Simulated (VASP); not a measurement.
# PbSe (Clausthalite) (Fm-3m) in VASP: settings compared

Aim: see how the results for PbSe (Clausthalite) move with the level of theory and the settings. Levels: PBE+D3(BJ), PBEsol. Tasks: relaxation of the atoms, relaxation of cell and atoms.

All numbers are computed with VASP 6.6.1; they aren't measurements. Logs are shortened: lines on timing, memory, paths and dates and some standing lists are left out, and cuts for length are marked.

## (1) The crystal as given

Symmetry: Fm-3m, No. 225, cubic system. Conventional cell: a = 6.121 Å, b = 6.121 Å, c = 6.121 Å, α = 90.00°, β = 90.00°, γ = 90.00°. Around Pb (site symmetry m-3m) lie 6 Se at 3.06 Å. Se (site symmetry m-3m) has 6 Pb at 3.06 Å as nearest neighbours.

## (2) Relaxation of the atoms, PBE+D3(BJ) (a relaxed cell with its volume scaled by 1.06)

File INCAR:

```
SYSTEM = PbSe
  PREC = Accurate
  ENCUT = 600
  EDIFF = 1E-7
  ISMEAR = 0
  SIGMA = 0.03
  LREAL = .FALSE.
  LASPH = .TRUE.
  NELM = 80
  ALGO = Normal
  ISIF = 2
  LWAVE = .FALSE.
  LCHARG = .FALSE.
  GGA = PE
  IVDW = 12
  IBRION = 2
  NSW = 40
  EDIFFG = -0.01
```

File KPOINTS:

```
Automatic mesh
0
G
  8 8 8
  0 0 0
```

File POSCAR:

```
PbSe                                    
1.0
    0.0000000000      3.1273848647      3.1273848647
    3.1273848647      0.0000000000      3.1273848647
    3.1273848647      3.1273848647      0.0000000000
  Pb              Se            
     1     1
Direct
     0.0000000000000000    0.0000000000000000    0.0000000000000000
     0.5000000000000000    0.5000000000000000    0.5000000000000000
```

Potentials or basis: VASP PAW PBE potentials, release 64 (Pb_d, Se).

On the command line:

```
$ cat potpaw_PBE.64/Pb_d/POTCAR potpaw_PBE.64/Se/POTCAR > POTCAR
$ mpirun -np 1 vasp_std > vasp.out
```

OUTCAR:

```text
SYSTEM = PbSe
   PREC = Accurate
   ENCUT = 600
   EDIFF = 1E-7
   ISMEAR = 0
   LREAL = .FALSE.
   LASPH = .TRUE.
   NELM = 80
   ISIF = 2
   GGA = PE
   IVDW = 12
   IBRION = 2
   NSW = 40
   EDIFFG = -0.01
 IVDW          = 12

 ion  position               nearest neighbor table
   1  0.000  0.000  0.000-   2 3.13   2 3.13   2 3.13   2 3.13   2 3.13   2 3.13
   2  0.500  0.500  0.500-   1 3.13   1 3.13   1 3.13   1 3.13   1 3.13   1 3.13

  LATTYP: Found a face centered cubic cell.
 ALAT       =     6.2547697294

  Lattice vectors:

 A1 = (   0.0000000000,   3.1273848647,   3.1273848647)
 A2 = (   3.1273848647,   0.0000000000,   3.1273848647)
 A3 = (   3.1273848647,   3.1273848647,   0.0000000000)

Analysis of symmetry for initial positions (statically):
=====================================================================
 Subroutine PRICEL returns:
 Original cell was already a primitive cell.

 Routine SETGRP: Setting up the symmetry group for a
 face centered cubic supercell.

 Subroutine GETGRP returns: Found 48 space group operations
 (whereof 48 operations were pure point group operations)
 out of a pool of 48 trial point group operations.

The static configuration has the point symmetry O_h .

Analysis of symmetry for dynamics (positions and initial velocities):
=====================================================================
 Subroutine PRICEL returns:
 Original cell was already a primitive cell.

 Routine SETGRP: Setting up the symmetry group for a
 face centered cubic supercell.

 Subroutine GETGRP returns: Found 48 space group operations
 (whereof 48 operations were pure point group operations)
 out of a pool of 48 trial point group operations.

The dynamic configuration has the point symmetry O_h .

 Subroutine INISYM returns: Found 48 space group operations
 (whereof 48 operations are pure point group operations),
 and found     1 'primitive' translations

----------------------------------------------------------------------------------------

                                     Primitive cell

  volume of cell :      61.1750

  direct lattice vectors                    reciprocal lattice vectors
     0.000000000  3.127384865  3.127384865    -0.159877988  0.159877988  0.159877988
     3.127384865  0.000000000  3.127384865     0.159877988 -0.159877988  0.159877988
     3.127384865  3.127384865  0.000000000     0.159877988  0.159877988 -0.159877988

  length of vectors
     4.422790090  4.422790090  4.422790090     0.276916798  0.276916798  0.276916798

  position of ions in fractional coordinates (direct lattice)
     0.000000000  0.000000000  0.000000000
     0.500000000  0.500000000  0.500000000

  ion indices of the primitive-cell ions
   primitive index   ion index
                 1           1
                 2           2

----------------------------------------------------------------------------------------

 KPOINTS: Automatic mesh

Automatic generation of k-mesh.
 Grid dimensions read from file:
 generate k-points for:    8    8    8

 Generating k-lattice:

  Cartesian coordinates                     Fractional coordinates (reciprocal lattice)
    -0.019984749  0.019984749  0.019984749     0.125000000  0.000000000  0.000000000
     0.019984749 -0.019984749  0.019984749     0.000000000  0.125000000  0.000000000
     0.019984749  0.019984749 -0.019984749     0.000000000  0.000000000  0.125000000

  Length of vectors
     0.034614600  0.034614600  0.034614600

  Shift w.r.t. Gamma in fractional coordinates (k-lattice)
     0.000000000  0.000000000  0.000000000

 Subroutine IBZKPT returns following result:
 ===========================================

 Found     29 irreducible k-points:

 Following reciprocal coordinates:
            Coordinates               Weight
  0.000000  0.000000  0.000000      1.000000
  0.125000  0.000000  0.000000      8.000000
  0.250000  0.000000  0.000000      8.000000
  0.375000  0.000000  0.000000      8.000000
  0.500000  0.000000  0.000000      4.000000
  0.125000  0.125000  0.000000      6.000000
[... 16 lines left out ...]
  0.500000  0.250000  0.125000     48.000000
 -0.375000  0.250000  0.125000     24.000000
 [... further k-points ...]
   k-points           NKPTS =     29   k-points in BZ     NKDIM =     29   number of bands    NBANDS=     14
   number of dos      NEDOS =    301   number of ions     NIONS =      2
   total plane-waves  NPLWV =  46656
   dimension x,y,z NGX =    36 NGY =   36 NGZ =   36
   dimension x,y,z NGXF=    72 NGYF=   72 NGZF=   72
   ions per type =               1   1
   NGX,Y,Z   is equivalent  to a cutoff of  13.53, 13.53, 13.53 a.u.
   NGXF,Y,Z  is equivalent  to a cutoff of  27.06, 27.06, 27.06 a.u.
 SYSTEM =  PbSe
   PREC   = accura    normal or accurate (medium, high low for compatibility)
   ISTART =      0    job   : 0-new  1-cont  2-samecut
   ICHARG =      2    charge: 1-file 2-atom 10-const
   ISPIN  =      1    spin polarized calculation?
   LNONCOLLINEAR =      F non collinear calculations
   LSORBIT =      F    spin-orbit coupling
   LASPH  =      T    aspherical Exc in radial PAW
   ENCUT  =  600.0 eV  44.10 Ry    6.64 a.u.   8.83  8.83  8.83*2*pi/ulx,y,z
   NELM   =     80;   NELMIN=  2; NELMDL= -5     # of ELM steps
   EDIFF  = 0.1E-06   stopping-criterion for ELM
   LREAL  =      F    real-space projection
   EDIFFG = -.1E-01   stopping-criterion for IOM
   NSW    =     40    number of steps for IOM
   IBRION =      2    ionic relax: 0-MD 1-quasi-New 2-CG
   NFREE  =      1    steps in history (QN), initial steepest desc. (CG)
   ISIF   =      2    stress and relaxation
   ISYM   =      2    0-nonsym 1-usesym 2-fastsym
   POTIM  = 0.5000    time-step for ionic-motion
   TEBEG  =    0.0;   TEEND  =   0.0 temperature during run
   PSTRESS=    0.0 pullay stress
   NELECT =      20.0000    total number of electrons
   NUPDOWN=      -1.0000    fix difference up-down
   EMIN   =  10.00;   EMAX   =-10.00  energy-range for DOS
   EFERMI =   0.00;   METHOD = LEGACY
   ISMEAR =     0;   SIGMA  =   0.03  broadening in eV -4-tet -1-fermi 0-gaus
   EFERMI_NEDOS =   21; number of points for ismear=-14 and -15
   IALGO  =     38    algorithm
   IMIX   =      4    mixing-type and parameters
     AMIX     =   0.40;   BMIX     =  1.00
     AMIX_MAG =   1.60;   BMIX_MAG =  1.00
  volume/ion in A,a.u.               =      30.59       206.41
  Fermi-wavevector in a.u.,A,eV,Ry     =   1.127786  2.131207 17.305278  1.271902
  Thomas-Fermi vector in A             =   2.264474
   LORBIT       =      0    0 simple, 1 ext, 2 COOP (PROOUT), +10 PAW based schemes
   GGA     = PE    functional components
   LHFCALC =     F    Hartree Fock is set to
   AEXX    =    0.0000 exact exchange contribution
   IVDW    =    12    specifies the selected vdW correction
   LEPSILON=     F    determine dielectric tensor
   LRPA    =     F    only Hartree local field effects (RPA)
 conjugate gradient relaxation of ions
 non-spin polarized calculation
 Gauss-broadening in eV      SIGMA  =   0.03
  energy-cutoff  :      600.00
  volume of cell :       61.18
 maximum number of plane-waves:      2085
   NGX = 17   NGY = 17   NGZ = 17

 number of electron      20.0000000 magnetization

 Free energy of the ion-electron system (eV)
  ---------------------------------------------------
  ext. energy  EPLUGINS =         0.00000000
  ---------------------------------------------------
  free energy    TOTEN  =        -8.19617815 eV

  energy without entropy =       -8.19617815  energy(sigma->0) =       -8.19617815

 E-fermi :   4.3932     XC(G=0):  -9.2346

 val. band max:        4.2491700649   @ k =   0.5000   0.0000   0.0000
 cond. band min:       4.7374216185   @ k =   0.5000   0.0000   0.0000
 fundamental gap:      0.4882515536
 Fermi energy:         4.3932413249

 k-point     1 :       0.0000    0.0000    0.0000
  band No.  band energies     occupation
      1     -12.4517      2.00000
      2     -12.4517      2.00000
      3     -12.4517      2.00000
      4     -12.4448      2.00000
      5     -12.4448      2.00000
      6      -8.7751      2.00000
      7      -2.1101      2.00000
      8       2.7004      2.00000
      9       2.7004      2.00000
     10       2.7004      2.00000
     11       8.8583      0.00000
     12       8.8583      0.00000
     13       8.8583      0.00000
     14      10.9449      0.00000

 k-point     2 :       0.1250    0.0000    0.0000
  band No.  band energies     occupation
      1     -12.4511      2.00000
      2     -12.4505      2.00000
      3     -12.4505      2.00000
      4     -12.4449      2.00000
      5     -12.4449      2.00000
      6      -8.6702      2.00000
      7      -2.4214      2.00000
      8       2.7372      2.00000
      9       2.7372      2.00000
     10       2.9095      2.00000
     11       7.8818      0.00000
     12       8.2639      0.00000
     13       8.2639      0.00000
     14      10.7559      0.00000

 k-point     3 :       0.2500    0.0000    0.0000
  band No.  band energies     occupation
      1     -12.4553      2.00000
      2     -12.4553      2.00000
      3     -12.4499      2.00000
      4     -12.4374      2.00000
      5     -12.4374      2.00000
      6      -8.3852      2.00000
      7      -3.1357      2.00000
      8       2.8447      2.00000
      9       2.8447      2.00000
     10       3.3598      2.00000
     11       6.4714      0.00000
     12       7.2401      0.00000
     13       7.2401      0.00000
     14      10.9190      0.00000
[... 324 lines left out ...]
 k-point    23 :       0.5000    0.2500    0.1250
  band No.  band energies     occupation
      1     -12.4814      2.00000
      2     -12.4521      2.00000
      3     -12.4476      2.00000
      4     -12.4324      2.00000
      5     -12.4265      2.00000
      6      -7.8486      2.00000
      7      -3.6951      2.00000
      8       1.4411      2.00000
      9       2.1157      2.00000
     10       3.3947      2.00000
     11       6.0817      0.00000
     12       7.3734      0.00000
     13       8.4645      0.00000
     14      10.9713      0.00000

 k-point    24 :      -0.3750    0.2500    0.1250
  band No.  band energies     occupation
      1     -12.4846      2.00000
      2     -12.4542      2.00000
      3     -12.4423      2.00000
      4     -12.4352      2.00000
      5     -12.4238      2.00000
      6      -7.7042      2.00000
      7      -3.8825      2.00000
      8       1.4299      2.00000
      9       1.7573      2.00000
     10       3.5871      2.00000
     11       5.7865      0.00000
     12       7.6891      0.00000
     13       8.2862      0.00000
     14      11.9348      0.00000

 [... further k-points ...]

------------------------ aborting loop because EDIFF is reached ----------------------------------------

 Edisp (eV)   -0.68999

 E8    (eV) :    -0.3222

  FORCE on cell =-STRESS in cart. coord.  units (eV):
  Direction    XX          YY          ZZ          XY          YZ          ZX
  --------------------------------------------------------------------------------------
  -------------------------------------------------------------------------------------
  Total      -0.95830    -0.95830    -0.95830     0.00000    -0.00000     0.00000
  in kB     -25.09805   -25.09805   -25.09805     0.00000    -0.00000     0.00000
  external pressure =      -25.10 kB  Pullay stress =        0.00 kB

 VOLUME and BASIS-vectors are now :
 -----------------------------------------------------------------------------
  energy-cutoff  :      600.00
  volume of cell :       61.18
      direct lattice vectors                 reciprocal lattice vectors
     0.000000000  3.127384865  3.127384865    -0.159877988  0.159877988  0.159877988
     3.127384865  0.000000000  3.127384865     0.159877988 -0.159877988  0.159877988
     3.127384865  3.127384865  0.000000000     0.159877988  0.159877988 -0.159877988

 POSITION                                       TOTAL-FORCE (eV/Angst)
 -----------------------------------------------------------------------------------
      0.00000      0.00000      0.00000        -0.000000      0.000000     -0.000000
      3.12738      3.12738      3.12738         0.000000     -0.000000      0.000000
 -----------------------------------------------------------------------------------
    total drift:                                0.000000      0.000000      0.000000

  FREE ENERGIE OF THE ION-ELECTRON SYSTEM (eV)
  ---------------------------------------------------
  free  energy   TOTEN  =        -8.8861660389 eV

  energy  without entropy=       -8.8861660389  energy(sigma->0) =       -8.88616604

 reached required accuracy - stopping structural energy minimisation
```

Run time: 12 s. Hardware: 1 thread of Intel Xeon 6975P-C (Granite Rapids), shared host; peak memory 0.22 GiB.

Results:

* Free energy: -8.8862 eV
* Pressure after relaxing: -2.5 GPa
* Band gap on the k mesh: 0.49 eV, direct
* Dispersion energy per atom: -0.345 eV

Final structure:
```xyz
2
Lattice="0.0000 3.1274 3.1274 3.1274 0.0000 3.1274 3.1274 3.1274 0.0000" Properties=species:S:1:pos:R:3 pbc="T T T"
Pb    0.0000    0.0000    0.0000
Se    3.1274    3.1274    3.1274
```

Levels at points of the mesh, in eV from the valence-band top:
| k point | band 7 | band 8 | band 9 | band 10 | band 11 | band 12 | band 13 | band 14 |
| --- | --- | --- | --- | --- | --- | --- | --- | --- |
| (0.00, 0.00, 0.00) | -6.36 | -1.55 | -1.55 | -1.55 | 4.61 | 4.61 | 4.61 | 6.70 |
| (0.50, 0.00, 0.00) | -8.42 | -1.18 | -1.18 | 0.00 | 0.49 | 1.87 | 1.87 | 8.51 |
| (0.50, 0.50, 0.00) | -7.24 | -4.41 | -2.80 | -2.80 | 4.01 | 5.41 | 5.41 | 5.82 |

Caveat: the relaxation stopped at its first step, so nothing moved; spin-orbit coupling is left out, which as a rule narrows the gap of such compounds by several tenths of an eV. A k mesh can miss the band edges.

## (3) Relaxation of cell and atoms, PBEsol

File INCAR:

```
SYSTEM = PbSe
PREC = Accurate
ENCUT = 600
EDIFF = 1E-6
ISMEAR = 0
SIGMA = 0.03
LREAL = .FALSE.
LASPH = .TRUE.
NELM = 80
ALGO = Normal
ISIF = 3
LWAVE = .FALSE.
LCHARG = .FALSE.
GGA = PS
IBRION = 2
NSW = 90
EDIFFG = -0.01
KPAR = 4
```

File KPOINTS:

```
regular mesh
0
G
  8 8 8
  0 0 0
```

File POSCAR:

```
PbSe
1.0
    0.0000000000      3.0606500000      3.0606500000
    3.0606500000      0.0000000000      3.0606500000
    3.0606500000      3.0606500000      0.0000000000
Pb Se
1 1
Direct
    0.0000000000      0.0000000000      0.0000000000
    0.5000000000      0.5000000000      0.5000000000
```

Potentials or basis: VASP PAW PBE potentials, release 64 (Pb_d, Se).

On the command line:

```
$ cat potpaw_PBE.64/Pb_d/POTCAR potpaw_PBE.64/Se/POTCAR > POTCAR
$ mpirun -np 4 vasp_std > vasp.out
```

It took 12 s on 4 MPI ranks of AMD EPYC 9R45 (Zen 5), shared host; peak memory 0.2 GiB.

The run converged. Its results:

| Quantity | Value |
| --- | --- |
| Free energy | -8.9178 eV |
| Relaxed volume | 28.43 Å³/atom |
| Relaxed cell | a = 4.316 Å, b = 4.316 Å, c = 4.316 Å, α = 60.00°, β = 60.00°, γ = 60.00° |
| Space group after relaxing (to 0.05 Å) | Fm-3m (No. 225) |
| Energy gained by relaxing | 0.3 meV/atom |
| Ionic steps | 3 |
| Pressure after relaxing | 0.0 GPa |
| Band gap on the k mesh | 0.17 eV, direct |

The path:
```
step  energy change (eV)  largest force (eV/Å)  pressure (GPa)  volume (Å³)
   1              0.0000                0.0000           -0.46        57.34
   2             -0.0006                0.0000            0.19        56.66
   3             -0.0007                0.0000            0.00        56.86
```

Final structure:
```cif
data_structure
_symmetry_space_group_name_H-M 'P 1'
_symmetry_Int_Tables_number 1
_cell_length_a 4.3162
_cell_length_b 4.3162
_cell_length_c 4.3162
_cell_angle_alpha 60.000
_cell_angle_beta 60.000
_cell_angle_gamma 60.000
_cell_volume 56.86
loop_
_atom_site_label
_atom_site_type_symbol
_atom_site_fract_x
_atom_site_fract_y
_atom_site_fract_z
_atom_site_occupancy
Pb1 Pb 0.00000 0.00000 0.00000 1
Se1 Se 0.50000 0.50000 0.50000 1
```

Levels at points of the mesh, in eV from the valence-band top:
| k point | band 8 | band 9 | band 10 | band 11 | band 12 | band 13 |
| --- | --- | --- | --- | --- | --- | --- |
| (0.00, 0.00, 0.00) | -1.92 | -1.92 | -1.92 | 4.69 | 4.69 | 4.69 |
| (0.50, 0.00, 0.00) | -1.50 | -1.50 | 0.00 | 0.17 | 1.63 | 1.63 |
| (0.50, 0.50, 0.00) | -5.10 | -3.31 | -3.31 | 3.54 | 5.61 | 5.61 |

Caveat: the PAW data sets were made with another functional, which shifts forces and pressure a little; spin-orbit coupling is left out, which as a rule narrows the gap of such compounds by several tenths of an eV. A k mesh can miss the band edges.

## (4) Relaxation of cell and atoms, PBEsol

This run uses another cell than the first one, of 28.43 Å³/atom, 0.992 times its volume.

INCAR: that of step 3 with these lines changed.

```diff
@@ -3,3 +3,3 @@
 ENCUT = 600
-EDIFF = 1E-6
+EDIFF = 1E-7
 ISMEAR = 0
@@ -16,3 +16,3 @@
 NSW = 90
-EDIFFG = -0.01
+EDIFFG = -0.005
 KPAR = 4
```

KPOINTS is that of step 3.

File POSCAR:

```
PbSe                                    
1.0
    0.0000000000      3.0519897383      3.0519897383
    3.0519897383      0.0000000000      3.0519897383
    3.0519897383      3.0519897383     -0.0000000000
  Pb              Se            
     1     1
Direct
     0.0000000000000000    0.0000000000000000    0.0000000000000000
     0.5000000000000000    0.5000000000000000    0.5000000000000000
```

On the command line:

```
$ cat potpaw_PBE.64/Pb_d/POTCAR potpaw_PBE.64/Se/POTCAR > POTCAR
$ mpirun -np 4 vasp_std > vasp.out
```

Wall time 6.6 s (4 MPI ranks of AMD EPYC 9R45 (Zen 5), shared host); peak memory 0.19 GiB.

It converged, with:

| Quantity | Value |
| --- | --- |
| Free energy | -8.9178 eV |
| Pressure after relaxing | 0.0 GPa |
| Band gap on the k mesh | 0.17 eV, direct |

Final structure:
```
CELL_PARAMETERS angstrom
0.00000 3.05199 3.05199
3.05199 0.00000 3.05199
3.05199 3.05199 0.00000
ATOMIC_POSITIONS crystal
Pb 0.00000 0.00000 0.00000
Se 0.50000 0.50000 0.50000
```

Levels at points of the mesh, in eV from the valence-band top:
```csv
k point,band 8,band 9,band 10,band 11,band 12,band 13
"(0.00, 0.00, 0.00)",-1.92,-1.92,-1.92,4.69,4.69,4.69
"(0.50, 0.00, 0.00)",-1.50,-1.50,0.00,0.17,1.63,1.63
"(0.50, 0.50, 0.00)",-5.10,-3.31,-3.31,3.54,5.61,5.61
```

Caveat: the relaxation stopped at its first step, so nothing moved; the PAW data sets were made with another functional, which shifts forces and pressure a little; spin-orbit coupling is left out, which as a rule narrows the gap of such compounds by several tenths of an eV.

(Part 1 of 2 ends here.)
